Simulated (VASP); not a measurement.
# Pb (Im-3m) in VASP: notebook

Aim: see how the results for Pb move with the level of theory and the settings. Levels: RPBE, PBEsol, PBE. Tasks: single point.

All numbers are computed with VASP 6.6.1; they aren't measurements. Logs are shortened: lines on timing, memory, paths and dates and some standing lists are left out, and cuts for length are marked.

## 1. The structure

Symmetry: Im-3m, No. 229, cubic system. Conventional cell: a = 3.959 Å, b = 3.959 Å, c = 3.959 Å, α = 90.00°, β = 90.00°, γ = 90.00°. Pb (site symmetry m-3m) is surrounded by 8 Pb at 3.43 Å.

This isn't the form of Pb at room conditions, which is fcc.

## 2. Single point, RPBE, collinear spin, typed start (volume scaled by 1.06)

File INCAR:

```
SYSTEM = Pb
ALGO     = Normal         ! electronic algorithm
EDIFF    = 1E-6           ! SCF threshold, eV
ENCUT    = 520            ! plane-wave cutoff, eV
GGA      = RP             ! functional
ISIF     = 2              ! what is computed and relaxed
ISMEAR   = -5             ! smearing method
ISPIN    = 2              ! spin polarisation
LASPH    = .True.         ! aspherical terms in the spheres
LCHARG   = .False.        ! write CHGCAR
LORBIT   = 11             ! projections on sites
LREAL    = .False.        ! projectors in reciprocal space
LWAVE    = .False.        ! write WAVECAR
MAGMOM   = 1              ! initial moments
NBANDS   = 17             ! bands
NELM     = 150            ! most SCF steps
NUPDOWN  = 1.0            ! fixed moment
PREC     = Accurate       ! precision mode
SIGMA    = 0.05           ! smearing width, eV
```

File KPOINTS:

```
k-points
0
Gamma
  9 9 9
  0 0 0
```

File POSCAR:

```
Pb
1.0
   -2.0184862782      2.0184862782      2.0184862782
    2.0184862782     -2.0184862782      2.0184862782
    2.0184862782      2.0184862782     -2.0184862782
Pb
1
Direct
    0.0000000000      0.0000000000      0.0000000000
```

Potentials or basis: VASP PAW PBE potentials, release 64 (Pb_d).

The run is started by

```sh
> cat potpaw_PBE.64/Pb_d/POTCAR > POTCAR
> mpirun -np 1 vasp_std > vasp.out
```

OUTCAR:

```text
SYSTEM = Pb
   EDIFF = 1E-6
   ENCUT = 520
   GGA = RP
   ISIF = 2
   ISMEAR = -5
   ISPIN = 2
   LASPH = .True.
   LORBIT = 11
   LREAL = .False.
   NELM = 150
   NUPDOWN = 1.0
   PREC = Accurate

 ion  position               nearest neighbor table
   1  0.000  0.000  0.000-

  LATTYP: Found a body centered cubic cell.
 ALAT       =     4.0369725564

  Lattice vectors:

 A1 = (  -2.0184862782,   2.0184862782,   2.0184862782)
 A2 = (   2.0184862782,  -2.0184862782,   2.0184862782)
 A3 = (   2.0184862782,   2.0184862782,  -2.0184862782)

Analysis of symmetry for initial positions (statically):
=====================================================================
 Subroutine PRICEL returns:
 Original cell was already a primitive cell.

 Routine SETGRP: Setting up the symmetry group for a
 body centered cubic supercell.

 Subroutine GETGRP returns: Found 48 space group operations
 (whereof 48 operations were pure point group operations)
 out of a pool of 48 trial point group operations.

The static configuration has the point symmetry O_h .

Analysis of symmetry for dynamics (positions and initial velocities):
=====================================================================
 Subroutine PRICEL returns:
 Original cell was already a primitive cell.

 Routine SETGRP: Setting up the symmetry group for a
 body centered cubic supercell.

 Subroutine GETGRP returns: Found 48 space group operations
 (whereof 48 operations were pure point group operations)
 out of a pool of 48 trial point group operations.

The dynamic configuration has the point symmetry O_h .

Analysis of structural, dynamic, and magnetic symmetry:
=====================================================================
 Subroutine PRICEL returns:
 Original cell was already a primitive cell.

 Routine SETGRP: Setting up the symmetry group for a
 body centered cubic supercell.

 Subroutine GETGRP returns: Found 48 space group operations
 (whereof 48 operations were pure point group operations)
 out of a pool of 48 trial point group operations.

The overall configuration has the point symmetry O_h .

 Subroutine INISYM returns: Found 48 space group operations
 (whereof 48 operations are pure point group operations),
 and found     1 'primitive' translations

----------------------------------------------------------------------------------------

                                     Primitive cell

  volume of cell :      32.8956

  direct lattice vectors                    reciprocal lattice vectors
    -2.018486278  2.018486278  2.018486278     0.000000000  0.247710379  0.247710379
     2.018486278 -2.018486278  2.018486278     0.247710379  0.000000000  0.247710379
     2.018486278  2.018486278 -2.018486278     0.247710379  0.247710379  0.000000000

  length of vectors
     3.496120788  3.496120788  3.496120788     0.350315377  0.350315377  0.350315377

  position of ions in fractional coordinates (direct lattice)
     0.000000000  0.000000000  0.000000000

  ion indices of the primitive-cell ions
   primitive index   ion index
                 1           1

----------------------------------------------------------------------------------------

 KPOINTS: k-points

Automatic generation of k-mesh.
 Grid dimensions read from file:
 generate k-points for:    9    9    9

 Generating k-lattice:

  Cartesian coordinates                     Fractional coordinates (reciprocal lattice)
     0.000000000  0.027523375  0.027523375     0.111111111  0.000000000  0.000000000
     0.027523375  0.000000000  0.027523375     0.000000000  0.111111111  0.000000000
     0.027523375  0.027523375  0.000000000     0.000000000  0.000000000  0.111111111

  Length of vectors
     0.038923931  0.038923931  0.038923931

  Shift w.r.t. Gamma in fractional coordinates (k-lattice)
     0.000000000  0.000000000  0.000000000

 TETIRR: Found    774 inequivalent tetrahedra from     4374

 Subroutine IBZKPT returns following result:
 ===========================================

 Found     35 irreducible k-points:

 Following reciprocal coordinates:
            Coordinates               Weight
  0.000000  0.000000  0.000000      1.000000
  0.111111  0.000000  0.000000     12.000000
  0.222222  0.000000  0.000000     12.000000
  0.333333  0.000000  0.000000     12.000000
  0.444444  0.000000  0.000000     12.000000
  0.111111  0.111111  0.000000     24.000000
[... 16 lines left out ...]
 -0.333333  0.444444  0.111111     48.000000
 -0.444444 -0.444444  0.111111     24.000000
 [... further k-points ...]
   k-points           NKPTS =     35   k-points in BZ     NKDIM =     35   number of bands    NBANDS=     17
   number of dos      NEDOS =    301   number of ions     NIONS =      1
   total plane-waves  NPLWV =  21952
   dimension x,y,z NGX =    28 NGY =   28 NGZ =   28
   dimension x,y,z NGXF=    56 NGYF=   56 NGZF=   56
   ions per type =               1
   NGX,Y,Z   is equivalent  to a cutoff of  13.31, 13.31, 13.31 a.u.
   NGXF,Y,Z  is equivalent  to a cutoff of  26.63, 26.63, 26.63 a.u.
 SYSTEM =  Pb
   PREC   = accura    normal or accurate (medium, high low for compatibility)
   ISTART =      0    job   : 0-new  1-cont  2-samecut
   ICHARG =      2    charge: 1-file 2-atom 10-const
   ISPIN  =      2    spin polarized calculation?
   LNONCOLLINEAR =      F non collinear calculations
   LSORBIT =      F    spin-orbit coupling
   LASPH  =      T    aspherical Exc in radial PAW
   ENCUT  =  520.0 eV  38.22 Ry    6.18 a.u.   6.50  6.50  6.50*2*pi/ulx,y,z
   NELM   =    150;   NELMIN=  2; NELMDL= -5     # of ELM steps
   EDIFF  = 0.1E-05   stopping-criterion for ELM
   LREAL  =      F    real-space projection
   EDIFFG = 0.1E-04   stopping-criterion for IOM
   NSW    =      0    number of steps for IOM
   IBRION =     -1    ionic relax: 0-MD 1-quasi-New 2-CG
   NFREE  =      0    steps in history (QN), initial steepest desc. (CG)
   ISIF   =      2    stress and relaxation
   ISYM   =      2    0-nonsym 1-usesym 2-fastsym
   POTIM  = 0.5000    time-step for ionic-motion
   TEBEG  =    0.0;   TEEND  =   0.0 temperature during run
   PSTRESS=    0.0 pullay stress
   NELECT =      14.0000    total number of electrons
   NUPDOWN=       1.0000    fix difference up-down
   EMIN   =  10.00;   EMAX   =-10.00  energy-range for DOS
   EFERMI =   0.00;   METHOD = LEGACY
   ISMEAR =    -5;   SIGMA  =   0.05  broadening in eV -4-tet -1-fermi 0-gaus
   EFERMI_NEDOS =   21; number of points for ismear=-14 and -15
   IALGO  =     38    algorithm
   IMIX   =      4    mixing-type and parameters
     AMIX     =   0.40;   BMIX     =  1.00
     AMIX_MAG =   1.60;   BMIX_MAG =  1.00
  volume/ion in A,a.u.               =      32.90       221.99
  Fermi-wavevector in a.u.,A,eV,Ry     =   1.231417  2.327040 20.631699  1.516387
  Thomas-Fermi vector in A             =   2.366227
   LORBIT       =     11    0 simple, 1 ext, 2 COOP (PROOUT), +10 PAW based schemes
   GGA     = RP    functional components
   LHFCALC =     F    Hartree Fock is set to
   AEXX    =    0.0000 exact exchange contribution
   IVDW    =     0    specifies the selected vdW correction
   LEPSILON=     F    determine dielectric tensor
   LRPA    =     F    only Hartree local field effects (RPA)
 spin polarized calculation
 Fermi weights with tetrahedron method with Bloechl corrections
  energy-cutoff  :      520.00
  volume of cell :       32.90
 maximum number of plane-waves:       935
 NGX is ok and might be reduce to    28
   NGX = 13   NGY = 13   NGZ = 13

 number of electron      13.9999997 magnetization       1.0000000

 Free energy of the ion-electron system (eV)
  ---------------------------------------------------
  ext. energy  EPLUGINS =         0.00000000
  ---------------------------------------------------
  free energy    TOTEN  =        -2.53743476 eV

  energy without entropy =       -2.53743476  energy(sigma->0) =       -2.53743476

 E-fermi :   5.2779     XC(G=0):  -9.6360

 val. band max:        7.9279304558   @ k =  -0.2222   0.2222   0.1111
 cond. band min:       5.2241075291   @ k =   0.3333   0.3333   0.0000
 fundamental gap:     -2.7038229267
 Fermi energy:         7.7355343457

 spin component 1

 k-point     1 :       0.0000    0.0000    0.0000
  band No.  band energies     occupation
      1     -10.6309      1.00000
      2     -10.6309      1.00000
      3     -10.6309      1.00000
      4     -10.4332      1.00000
      5     -10.4332      1.00000
      6      -5.0357      1.00000
[... 9 lines left out ...]
     16      18.8634      0.00000
     17      19.4403      0.00000

 k-point     2 :       0.1111    0.0000    0.0000
  band No.  band energies     occupation
      1     -10.6388      1.00000
      2     -10.6209      1.00000
      3     -10.5952      1.00000
      4     -10.4419      1.00000
      5     -10.4341      1.00000
      6      -4.8038      1.00000
[... 9 lines left out ...]
     16      19.9028      0.00000
     17      20.5335      0.00000

 k-point     3 :       0.2222    0.0000    0.0000
  band No.  band energies     occupation
      1     -10.6589      1.00000
      2     -10.6044      1.00000
      3     -10.5034      1.00000
      4     -10.4576      1.00000
      5     -10.4362      1.00000
      6      -4.1134      1.00000
[... 392 lines left out ...]
 k-point    23 :      -0.3333    0.4444    0.1111
  band No.  band energies     occupation
      1     -10.6218      1.00000
      2     -10.5724      1.00000
      3     -10.4897      1.00000
      4     -10.4640      1.00000
      5     -10.3651      1.00000
      6      -1.8525      1.00000
[... 9 lines left out ...]
     16      26.1606      0.00000
     17      27.2379      0.00000

 k-point    24 :      -0.4444   -0.4444    0.1111
  band No.  band energies     occupation
      1     -10.6266      1.00000
      2     -10.5795      1.00000
      3     -10.4991      1.00000
      4     -10.4488      1.00000
      5     -10.3357      1.00000
      6      -1.1329      1.00000
[... 9 lines left out ...]
     16      27.5069      0.00000
     17      27.6314      0.00000

 [... further k-points ...]

 spin component 2

 k-point     1 :       0.0000    0.0000    0.0000
  band No.  band energies     occupation
      1     -10.4996      1.00000
      2     -10.4996      1.00000
      3     -10.4996      1.00000
      4     -10.3256      1.00000
      5     -10.3256      1.00000
      6      -4.2600      1.00000
[... 9 lines left out ...]
     16      19.9037      0.00000
     17      20.4412      0.00000

 k-point     2 :       0.1111    0.0000    0.0000
  band No.  band energies     occupation
      1     -10.5067      1.00000
      2     -10.4899      1.00000
      3     -10.4666      1.00000
      4     -10.3334      1.00000
      5     -10.3265      1.00000
      6      -4.0323      1.00000
[... 9 lines left out ...]
     16      20.9563      0.00000
     17      21.5282      0.00000

 k-point     3 :       0.2222    0.0000    0.0000
  band No.  band energies     occupation
      1     -10.5246      1.00000
      2     -10.4735      1.00000
      3     -10.3817      1.00000
      4     -10.3474      1.00000
      5     -10.3285      1.00000
      6      -3.3575      1.00000
[... 392 lines left out ...]
 k-point    23 :      -0.3333    0.4444    0.1111
  band No.  band energies     occupation
      1     -10.4890      1.00000
      2     -10.4477      1.00000
      3     -10.3757      1.00000
      4     -10.3480      1.00000
      5     -10.2541      1.00000
      6      -1.1860      1.00000
[... 9 lines left out ...]
     16      27.0869      0.00000
     17      28.1416      0.00000

 k-point    24 :      -0.4444   -0.4444    0.1111
  band No.  band energies     occupation
      1     -10.4933      1.00000
      2     -10.4539      1.00000
      3     -10.3850      1.00000
      4     -10.3328      1.00000
      5     -10.2271      1.00000
      6      -0.5289      1.00000
[... 9 lines left out ...]
     16      28.4279      0.00000
     17      28.5058      0.00000

 [... further k-points ...]

------------------------ aborting loop because EDIFF is reached ----------------------------------------

  FORCE on cell =-STRESS in cart. coord.  units (eV):
  Direction    XX          YY          ZZ          XY          YZ          ZX
  --------------------------------------------------------------------------------------
  -------------------------------------------------------------------------------------
  Total        0.7077469      0.7077469      0.7077469     -0.0000000     -0.0000000      0.0000000
  in kB       34.4707832     34.4707832     34.4707832     -0.0000000     -0.0000000      0.0000000
  external PRESSURE =      34.4707832 kB  Pullay stress =       0.0000000 kB

 VOLUME and BASIS-vectors are now :
 -----------------------------------------------------------------------------
  energy-cutoff  :      520.00
  volume of cell :       32.90
      direct lattice vectors                 reciprocal lattice vectors
    -2.018486278  2.018486278  2.018486278     0.000000000  0.247710379  0.247710379
     2.018486278 -2.018486278  2.018486278     0.247710379  0.000000000  0.247710379
     2.018486278  2.018486278 -2.018486278     0.247710379  0.247710379  0.000000000

 POSITION                                       TOTAL-FORCE (eV/Angst)
 -----------------------------------------------------------------------------------
      0.00000      0.00000      0.00000         0.000000      0.000000      0.000000
 -----------------------------------------------------------------------------------
    total drift:                                0.000000     -0.000000     -0.000000

  FREE ENERGIE OF THE ION-ELECTRON SYSTEM (eV)
  ---------------------------------------------------
  free  energy   TOTEN  =        -2.5374347608 eV

  energy  without entropy=       -2.5374347608  energy(sigma->0) =       -2.53743476

 total charge

# of ion       s       p       d       tot
------------------------------------------
    1        1.398   0.728   9.813  11.939

 magnetization (x)

# of ion       s       p       d       tot
------------------------------------------
    1        0.042   0.357   0.015   0.414
```

Wall time 73 s (1 thread of Intel Xeon Platinum 8375C at 2.90GHz (Ice Lake), shared host); peak memory 0.19 GiB.

Results:

```
Free energy                                           : -2.5374 eV
Pressure                                              : 3.4 GPa
Net moment                                            : 1.00 μB per cell
Site moments                                          : Pb +0.41 μB
Valence electrons inside the program's atomic spheres : Pb 11.94
```

Caveat: the PAW data sets were made with another functional, which shifts forces and pressure a little; the total moment is fixed, so each spin has its own Fermi level.

(Part 1 of 3 ends here.)
